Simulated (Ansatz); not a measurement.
**SiC (F-43m), stationary points along a deformation path**

Method: Ansatz 0.2.0, DFT PBEsol, scalar-relativistic, plane waves, PAW. Settings: plane waves to 420 eV, k-mesh 12×12×12 (Γ-centred), Gaussian smearing 0.05 eV. No spin polarisation. Energies are free energies at this smearing, counted from the undisturbed cell; pressure is positive in compression.

The starting cell (as given, not relaxed at this level; it stands at 1.4 GPa):

```
Si C
1.0
     0.00000    2.17400    2.17400
     2.17400    0.00000    2.17400
     2.17400    2.17400    0.00000
Si C
1 1
Cartesian
  0.0000 0.0000 0.0000
  3.2610 3.2610 3.2610
```

At fixed volume and fractional coordinates, lengths along (0.000, 0.000, 1.000) are scaled against those across it; ρ is that ratio over its starting value. V = 10.275 Å³/atom. Δσ is the stress along the axis less the mean stress across it (compression positive).

| ρ | ΔE (meV/atom) | Δσ (GPa) | space group |
| --- | --- | --- | --- |
| 0.650 | 586.7 | 48.28 | I-4m2 |
| 0.707 | 415.6 | 45.61 | I-4m2 |
| 0.780 | 236.9 | 38.26 | I-4m2 |
| 0.850 | 112.8 | 28.86 | I-4m2 |
| 0.920 | 33.2 | 17.51 | I-4m2 |
| 0.960 | 8.5 | 9.42 | I-4m2 |
| 1.000 | 0.0 | 0.00 | F-43m |
| 1.050 | 13.8 | -13.66 | I-4m2 |
| 1.100 | 56.0 | -29.27 | I-4m2 |
| 1.200 | 229.1 | -65.16 | I-4m2 |
| 1.300 | 517.9 | -104.24 | I-4m2 |
| 1.414 | 955.3 | -128.72 | I-4m2 |
| 1.500 | 1279.9 | -118.60 | I-4m2 |

How does the stress give the slope of the energy, and where is the energy stationary?

Along the path d ln(length) is 2/3 d ln ρ on the axis and −1/3 d ln ρ across it, so dE/d ln ρ = −(2/3) V Δσ: the energy falls with ρ where Δσ is positive. Δσ vanishes or changes sign at ρ = 1.000 (F-43m), a minimum at 0.0 meV/atom. Pairs of stationary points between two samples would go unseen, and could change a minimum read from distant neighbours into a maximum. At ρ = 1.000 the cell is cubic, where symmetry alone makes the stress isotropic and the slope zero.

Which shear constant sets the curvature at ρ = 1?

For a cubic crystal E/V = (2/3) C (ln ρ)² with C = C′ = (C11 − C12)/2, so Δσ = −2C ln ρ. The parabola of Δσ against ln ρ through ρ = 0.960, 1 and 1.050 gives C ≈ 127 GPa with the ions clamped, rough because the steps are large. It is the stress–strain coefficient at this cell's pressure of 1.4 GPa, not the zero-pressure constant.

Integrate that slope from ρ = 1 to 0.850 by the trapezoid rule.

With V/N in Å³ and 1 eV/Å³ = 160.2 GPa the slopes at ρ = 1.000, 0.960, 0.920, 0.850 are 0, -403, -749, -1234 meV/atom per unit of ln ρ. The steps add 8.2 + 24.5 + 78.4 = 111.2 meV/atom, against 112.8 from the energies; the trapezoid rule misses the curvature of the slope within each step.

The gap closes along the scan, which can put kinks into the curve.